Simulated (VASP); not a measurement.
# Si (P6/mmm) in VASP: a series of runs, part 2 of 2

VASP 6.6.1. The steps go on from the part before.

## Step 3: Single point, revPBE

This run uses another cell than the first one, of 16.15 Å³/atom, 1.080 times its volume.

Contents of INCAR:

```
PREC = Accurate ; ENCUT = 520
EDIFF = 1E-7 ; ISMEAR = -1
SIGMA = 0.1 ; LREAL = False
LASPH = True ; NELM = 100
ALGO = Fast ; ISIF = 2
LWAVE = False ; LCHARG = False
GGA = RE ; NBANDS = 13
```

Contents of KPOINTS:

```
Automatic mesh
0
Gamma
  9 9 14
```

Contents of POSCAR:

```
Si
1.0
    4.6058222285      0.0000000000      0.0000000000
   -2.3029111143      3.9887590552      0.0000000000
    0.0000000000      0.0000000000      2.6370264901
Si
3
Direct
    1.0000000000      0.0000000000      0.0000000000
    0.3333333333      0.6666666667      0.5000000000
    0.6666666667      0.3333333333      0.5000000000
```

Potentials or basis: VASP PAW PBE potentials, release 64 (Si).

The run is started by

```bash
$ cat potpaw_PBE.64/Si/POTCAR > POTCAR
$ mpirun -np 1 vasp_std > vasp.out
```

OUTCAR:

```text
PREC = Accurate
   ENCUT = 520
   EDIFF = 1E-7
   ISMEAR = -1
   LREAL = False
   LASPH = True
   NELM = 100
   ISIF = 2
   GGA = RE

 ion  position               nearest neighbor table
   1  0.000  0.000  0.000-   2 2.97   3 2.97   2 2.97   3 2.97   3 2.97   3 2.97   2 2.97   2 2.97
                             3 2.97   3 2.97   2 2.97   2 2.97
   2  0.333  0.667  0.500-   3 2.66   3 2.66   3 2.66   1 2.97   1 2.97   1 2.97   1 2.97   1 2.97
                             1 2.97
   3  0.667  0.333  0.500-   2 2.66   2 2.66   2 2.66   1 2.97   1 2.97   1 2.97   1 2.97   1 2.97
                             1 2.97

  LATTYP: Found a hexagonal cell.
 ALAT       =     4.6058222285
 C/A-ratio  =     0.5725419609

  Lattice vectors:

 A1 = (   4.6058222285,   0.0000000000,   0.0000000000)
 A2 = (  -2.3029111143,   3.9887590552,   0.0000000000)
 A3 = (   0.0000000000,   0.0000000000,   2.6370264901)

Analysis of symmetry for initial positions (statically):
=====================================================================
 Subroutine PRICEL returns:
 Original cell was already a primitive cell.

 Routine SETGRP: Setting up the symmetry group for a
 hexagonal supercell.

 Subroutine GETGRP returns: Found 24 space group operations
 (whereof 24 operations were pure point group operations)
 out of a pool of 24 trial point group operations.

The static configuration has the point symmetry D_6h.

Analysis of symmetry for dynamics (positions and initial velocities):
=====================================================================
 Subroutine PRICEL returns:
 Original cell was already a primitive cell.

 Routine SETGRP: Setting up the symmetry group for a
 hexagonal supercell.

 Subroutine GETGRP returns: Found 24 space group operations
 (whereof 24 operations were pure point group operations)
 out of a pool of 24 trial point group operations.

The dynamic configuration has the point symmetry D_6h.

 Subroutine INISYM returns: Found 24 space group operations
 (whereof 24 operations are pure point group operations),
 and found     1 'primitive' translations

----------------------------------------------------------------------------------------

                                     Primitive cell

  volume of cell :      48.4462

  direct lattice vectors                    reciprocal lattice vectors
     4.605822229  0.000000000  0.000000000     0.217116500  0.125352269  0.000000000
    -2.302911114  3.988759055  0.000000000     0.000000000  0.250704539  0.000000000
     0.000000000  0.000000000  2.637026490     0.000000000  0.000000000  0.379215000

  length of vectors
     4.605822229  4.605822229  2.637026490     0.250704539  0.250704539  0.379215000

  position of ions in fractional coordinates (direct lattice)
     0.000000000  0.000000000  0.000000000
     0.333333333  0.666666667  0.500000000
     0.666666667  0.333333333  0.500000000

  ion indices of the primitive-cell ions
   primitive index   ion index
                 1           1
                 2           2
                 3           3

----------------------------------------------------------------------------------------

 KPOINTS: Automatic mesh

[... 50 lines left out ...]
   number of dos      NEDOS =    301   number of ions     NIONS =      3
   total plane-waves  NPLWV =  25920
   dimension x,y,z NGX =    36 NGY =   36 NGZ =   20
   dimension x,y,z NGXF=    72 NGYF=   72 NGZF=   40
   ions per type =               3
   NGX,Y,Z   is equivalent  to a cutoff of  12.99, 12.99, 12.61 a.u.
   NGXF,Y,Z  is equivalent  to a cutoff of  25.99, 25.99, 25.22 a.u.
 SYSTEM =  unknown system
   PREC   = accura    normal or accurate (medium, high low for compatibility)
   ISTART =      0    job   : 0-new  1-cont  2-samecut
   ICHARG =      2    charge: 1-file 2-atom 10-const
   ISPIN  =      1    spin polarized calculation?
   LNONCOLLINEAR =      F non collinear calculations
   LSORBIT =      F    spin-orbit coupling
   LASPH  =      T    aspherical Exc in radial PAW
   ENCUT  =  520.0 eV  38.22 Ry    6.18 a.u.   8.56  8.56  4.90*2*pi/ulx,y,z
   NELM   =    100;   NELMIN=  2; NELMDL= -5     # of ELM steps
   EDIFF  = 0.1E-06   stopping-criterion for ELM
   LREAL  =      F    real-space projection
   EDIFFG = 0.1E-05   stopping-criterion for IOM
   NSW    =      0    number of steps for IOM
   IBRION =     -1    ionic relax: 0-MD 1-quasi-New 2-CG
   NFREE  =      0    steps in history (QN), initial steepest desc. (CG)
   ISIF   =      2    stress and relaxation
   ISYM   =      2    0-nonsym 1-usesym 2-fastsym
   POTIM  = 0.5000    time-step for ionic-motion
   TEBEG  =    0.0;   TEEND  =   0.0 temperature during run
   PSTRESS=    0.0 pullay stress
   NELECT =      12.0000    total number of electrons
   NUPDOWN=      -1.0000    fix difference up-down
   EMIN   =  10.00;   EMAX   =-10.00  energy-range for DOS
   EFERMI =   0.00;   METHOD = LEGACY
   ISMEAR =    -1;   SIGMA  =   0.10  broadening in eV -4-tet -1-fermi 0-gaus
   EFERMI_NEDOS =   21; number of points for ismear=-14 and -15
   IALGO  =     68    algorithm
   IMIX   =      4    mixing-type and parameters
     AMIX     =   0.40;   BMIX     =  1.00
     AMIX_MAG =   1.60;   BMIX_MAG =  1.00
  volume/ion in A,a.u.               =      16.15       108.98
  Fermi-wavevector in a.u.,A,eV,Ry     =   1.028132  1.942887 14.382104  1.057055
  Thomas-Fermi vector in A             =   2.162112
   LORBIT       =      0    0 simple, 1 ext, 2 COOP (PROOUT), +10 PAW based schemes
   GGA     = RE    functional components
   LHFCALC =     F    Hartree Fock is set to
   AEXX    =    0.0000 exact exchange contribution
   IVDW    =     0    specifies the selected vdW correction
   LEPSILON=     F    determine dielectric tensor
   LRPA    =     F    only Hartree local field effects (RPA)
 non-spin polarized calculation
 RMM-DIIS sequential band-by-band and
  energy-cutoff  :      520.00
  volume of cell :       48.45
 maximum number of plane-waves:      1342
 NGX is ok and might be reduce to    36
   NGX = 17   NGY = 17   NGZ =  9

 number of electron      12.0000000 magnetization

 Free energy of the ion-electron system (eV)
  ---------------------------------------------------
  ext. energy  EPLUGINS =         0.00000000
  ---------------------------------------------------
  free energy    TOTEN  =       -14.02610469 eV

  energy without entropy =      -13.98544542  energy(sigma->0) =      -14.00577505

 E-fermi :   8.7482     XC(G=0): -10.7355

 val. band max:        8.7312210433   @ k =   0.1111   0.0000   0.3571
 cond. band min:       8.7884686162   @ k =   0.2222   0.2222   0.4286
 fundamental gap:      0.0572475729
 Fermi energy:         8.7482041346

 k-point     1 :       0.0000    0.0000    0.0000
  band No.  band energies     occupation
      1      -4.6541      2.00000
      2       3.2490      2.00000
      3       3.4498      2.00000
      4       4.7458      2.00000
      5       4.7458      2.00000
      6       4.8280      2.00000
      7       4.8280      2.00000
      8      14.4756      0.00000
      9      16.0812      0.00000
     10      18.3176      0.00000
     11      18.3177      0.00000
     12      20.0704      0.00000
     13      20.1793      0.00000
[... 354 lines left out ...]
  band No.  band energies     occupation
      1      -1.6074      2.00000
      2      -1.5161      2.00000
      3      -1.5161      2.00000
      4       7.1243      2.00000
      5       7.3492      2.00000
      6       7.3492      2.00000
      7      13.9265      0.00000
      8      13.9265      0.00000
      9      14.8777      0.00000
     10      15.1354      0.00000
     11      15.6408      0.00000
     12      15.6408      0.00000
     13      17.0014      0.00000

 [... further k-points ...]

------------------------ aborting loop because EDIFF is reached ----------------------------------------

  FORCE on cell =-STRESS in cart. coord.  units (eV):
  Direction    XX          YY          ZZ          XY          YZ          ZX
  --------------------------------------------------------------------------------------
  -------------------------------------------------------------------------------------
  Total       -2.1014850     -2.1014850     -1.5043796      0.0000000      0.0000000      0.0000000
  in kB      -69.4988157    -69.4988157    -49.7517711      0.0000000      0.0000000      0.0000000
  external PRESSURE =     -62.9164675 kB  Pullay stress =       0.0000000 kB

 VOLUME and BASIS-vectors are now :
 -----------------------------------------------------------------------------
  energy-cutoff  :      520.00
  volume of cell :       48.45
      direct lattice vectors                 reciprocal lattice vectors
     4.605822229  0.000000000  0.000000000     0.217116500  0.125352269  0.000000000
    -2.302911114  3.988759055  0.000000000     0.000000000  0.250704539  0.000000000
     0.000000000  0.000000000  2.637026490     0.000000000  0.000000000  0.379215000

 POSITION                                       TOTAL-FORCE (eV/Angst)
 -----------------------------------------------------------------------------------
      0.00000      0.00000      0.00000        -0.000000      0.000000      0.000000
     -0.00000      2.65917      1.31851         0.000000      0.000000      0.000000
      2.30291      1.32959      1.31851        -0.000000      0.000000     -0.000000
 -----------------------------------------------------------------------------------
    total drift:                               -0.000000     -0.000000     -0.000000

  FREE ENERGIE OF THE ION-ELECTRON SYSTEM (eV)
  ---------------------------------------------------
  free  energy   TOTEN  =       -14.0261046858 eV

  energy  without entropy=      -13.9854454235  energy(sigma->0) =      -14.00577505
```

Run time: 40 s. Hardware: 1 thread of Intel Xeon Platinum 8488C (Sapphire Rapids), shared host; peak memory 0.18 GiB.

Results:

```yaml
Free_energy: -14.0261 eV
Pressure: -6.3 GPa
Band_gap_on_the_k_mesh: none (metal or under the smearing width)
```

Stress tensor (GPa, compression positive):
```
-6.95  0.00  0.00
 0.00 -6.95  0.00
 0.00  0.00 -4.98
```

Levels at points of the mesh, in eV from the Fermi level:
```
           k point  band 3  band 4  band 5  band 6  band 7  band 8  band 9  band 10
(0.00, 0.00, 0.00)   -5.30   -4.00   -4.00   -3.92   -3.92    5.73    7.33     9.57
(0.00, 0.00, 0.50)   -0.87   -0.84   -0.52   -0.52   -0.27    0.23    0.91     0.91
```

Caveat: the PAW data sets were made with another functional, which shifts forces and pressure a little.

## Step 4: Single point, revPBE

Contents of INCAR:

```
ALGO = Fast
EDIFF = 1E-7
ENCUT = 520
GGA = RE
ISIF = 2
ISMEAR = -1
LASPH = T
LCHARG = F
LREAL = F
LWAVE = F
NBANDS = 13
NELM = 100
PREC = Accurate
SIGMA = 0.1
```

Contents of KPOINTS:

```
k-points
0
Gamma
  8 8 12
```

Contents of POSCAR:

```
Si
1.0
    4.4891686318      0.0000000000      0.0000000000
   -2.2445843159      3.8877340770      0.0000000000
    0.0000000000      0.0000000000      2.5702374111
Si
3
Direct
    1.0000000000      0.0000000000      0.0000000000
    0.3333333333      0.6666666667      0.5000000000
    0.6666666667      0.3333333333      0.5000000000
```

The run is started by

```bash
$ cat potpaw_PBE.64/Si/POTCAR > POTCAR
$ mpirun -np 1 vasp_std > vasp.out
```

Run time: 26 s. Hardware: 1 thread of Intel Xeon Platinum 8488C (Sapphire Rapids), shared host; peak memory 0.16 GiB.

It converged, with:

- Free energy: -14.0996 eV
- Pressure: -0.3 GPa
- Band gap on the k mesh: none (metal or under the smearing width)

Levels at points of the mesh, in eV from the Fermi level:
```csv
k point,band 2,band 3,band 4,band 5,band 6,band 7,band 8,band 9,band 10,band 11
"(0.00, 0.00, 0.00)",-5.36,-5.17,-4.27,-4.27,-4.20,-4.20,6.22,7.60,10.53,10.53
"(0.50, 0.00, 0.00)",-11.58,-7.28,-6.52,1.68,1.83,2.35,2.66,5.44,7.27,8.19
"(0.00, 0.00, 0.50)",-8.12,-0.79,-0.64,-0.49,-0.49,0.23,0.97,0.97,1.04,1.07
"(0.50, 0.00, 0.50)",-6.61,-5.89,-5.76,-2.13,-2.07,-1.96,-0.55,5.60,5.61,7.01
```

Caveat: the PAW data sets were made with another functional, which shifts forces and pressure a little.

## Step 5: Relaxation of cell and atoms, revPBE

This run uses another cell than the first one, of 15.02 Å³/atom, 1.004 times its volume.

Contents of INCAR:

```
SYSTEM = Si
ALGO = Fast ; EDIFF = 1E-6
EDIFFG = -0.01 ; ENCUT = 600
GGA = RE ; IBRION = 2
ISIF = 3 ; ISMEAR = -1
LASPH = .True. ; LCHARG = .False.
LREAL = .False. ; LWAVE = .False.
NELM = 100 ; NSW = 80
PREC = Accurate ; SIGMA = 0.1
```

Contents of KPOINTS:

```
k-points
0
Gamma
  8 8 12
  0 0 0
```

Contents of POSCAR:

```
Si
1.0
    4.3942991671      0.0000000000      0.0000000000
   -2.1971495836      3.8055747106      0.0000000000
    0.0000000000      0.0000000000      2.6937053894
Si
3
Direct
    0.0000000000      0.0000000000      0.0000000000
    0.3333333333      0.6666666667      0.5000000000
    0.6666666667      0.3333333333      0.5000000000
```

The run is started by

```bash
$ cat potpaw_PBE.64/Si/POTCAR > POTCAR
$ mpirun -np 1 vasp_std > vasp.out
```

It took 2.2 min on 1 thread of Intel Xeon Platinum 8488C (Sapphire Rapids), shared host; peak memory 0.18 GiB.

The run converged. Its results:

- Free energy: -14.1000 eV
- Relaxed volume: 14.90 Å³/atom
- Relaxed cell: a = 4.483 Å, b = 4.483 Å, c = 2.568 Å, α = 90.00°, β = 90.00°, γ = 120.00°
- Space group after relaxing (to 0.05 Å): P6/mmm (No. 191)
- Energy gained by relaxing: 17.3 meV/atom
- Ionic steps: 11
- Pressure after relaxing: 0.0 GPa
- Band gap on the k mesh: none (metal or under the smearing width)

The path:
```csv
step,energy change (eV),largest force (eV/Å),pressure (GPa),volume (Å³)
1,0.0000,0.0000,-1.02,45.05
2,-0.0140,0.0000,0.26,44.42
3,-0.0189,0.0000,5.10,42.53
4,-0.0289,0.0000,2.03,43.65
5,-0.0288,0.0000,3.84,42.95
6,-0.0312,0.0000,2.86,43.32
7,-0.0352,0.0000,2.96,43.30
8,-0.0378,0.0000,3.20,43.27
9,-0.0428,0.0000,2.55,43.54
10,-0.0512,0.0000,0.69,44.38
11,-0.0519,0.0000,0.03,44.70
```

Final structure:
```yaml
crystal:
  lattice:
    - [4.48343, 0.00000, 0.00000]
    - [-2.24172, 3.88277, 0.00000]
    - [0.00000, 0.00000, 2.56784]
  atoms:
    - { symbol: Si, position: [0.00000, 0.00000, 0.00000] }
    - { symbol: Si, position: [0.33333, 0.66667, 0.50000] }
    - { symbol: Si, position: [0.66667, 0.33333, 0.50000] }
```

Levels at points of the mesh, in eV from the Fermi level:
```tsv
k point	band 2	band 3	band 4	band 5	band 6	band 7	band 8	band 9	band 10
(0.00, 0.00, 0.00)	-5.35	-5.16	-4.29	-4.29	-4.21	-4.21	6.23	7.60	10.57
(0.50, 0.00, 0.00)	-11.60	-7.28	-6.54	1.70	1.85	2.35	2.66	5.46	7.28
(0.00, 0.00, 0.50)	-8.15	-0.79	-0.63	-0.50	-0.50	0.25	0.96	0.96	1.06
(0.50, 0.00, 0.50)	-6.63	-5.90	-5.78	-2.12	-2.08	-1.96	-0.56	5.63	5.63
```

Caveat: the PAW data sets were made with another functional, which shifts forces and pressure a little.

## Step 6: The runs side by side

| task | cell | k mesh | cutoff (eV) | gap on the mesh (eV) | pressure (GPa) |
| --- | --- | --- | --- | --- | --- |
| single point | P6/mmm, 14.95 Å³/atom | 11 × 11 × 16 | 520 | none | -0.3 |
| single point | P6/mmm, 16.15 Å³/atom | 9 × 9 × 14 | 520 | none | -6.3 |
| single point | P6/mmm, 14.95 Å³/atom | 8 × 8 × 12 | 520 | none | -0.3 |
| relaxation of cell and atoms | relaxed | 8 × 8 × 12 | 600 | none | 0.0 |

Alike in all rows: level revPBE; potentials or basis VASP PAW PBE potentials, release 64 (Si); no spin polarisation; smearing fermi-dirac 0.1 eV.

Every run on the cell as given and a fine mesh finds a metal.

Caveats: the PAW data sets were made with another functional, which shifts forces and pressure a little.

Absolute energies hang on the potentials; compare differences alone.
